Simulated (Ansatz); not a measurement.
Crystal: TaS2.

```
Ta S
1.0
     3.35000    0.00000    0.00000
    -1.67500    2.90119    0.00000
     0.00000    0.00000    5.86000
Ta S
1 2
Direct
  0.00000 0.00000 0.00000
  0.66667 0.33333 0.75000
  0.33333 0.66667 0.25000
```

```yaml
Program: Ansatz 0.2.0
Task: relaxation of cell and atoms
Functional: PBEsol0
Potentials_or_basis: Ansatz PAW
Cutoff: "420 eV (not typed: the program's choice for these potentials)"
k_mesh: 5 × 5 × 3
Occupations: fermi-dirac, width 0.05 eV
Spin: no spin polarisation
```

At the start: volume 18.98 Å³/atom.

**Question.** Where does the relaxation end?

**Answer.** It ends after 7 steps and the volume is 19.53 Å³/atom (+2.9 %); space group P-3m1 (No. 164, to 0.05 Å).

The path:
```
step  energy change (eV)  largest force (eV/Å)  volume (Å³)
   1              0.0000                0.6910        56.95
   2             -0.0068                0.5592        56.43
   3             -0.0306                0.0256        58.17
   4             -0.0321                0.0095        58.17
   5             -0.0323                0.0017        58.44
   6             -0.0323                0.0001        58.60
   7             -0.0328                0.0001        58.60
```

Final structure:
```
CELL_PARAMETERS angstrom
3.33122 0.00000 0.00000
-1.66561 2.88492 0.00000
0.00000 0.00000 6.09725
ATOMIC_POSITIONS crystal
Ta 0.00000 0.00000 0.00000
S 0.66667 0.33333 0.75115
S 0.33333 0.66667 0.24885
```

Caveat: the k mesh is coarse (spacing up to 0.43 Å⁻¹), so the values aren't converged, least of all with exact exchange; the plane-wave basis is chosen anew once the cell has moved, so the energies of steps on either side of that aren't comparable; the PAW data sets come from PBE, with cores solved anew for the run's functional, which leaves a small shift of forces and pressure.
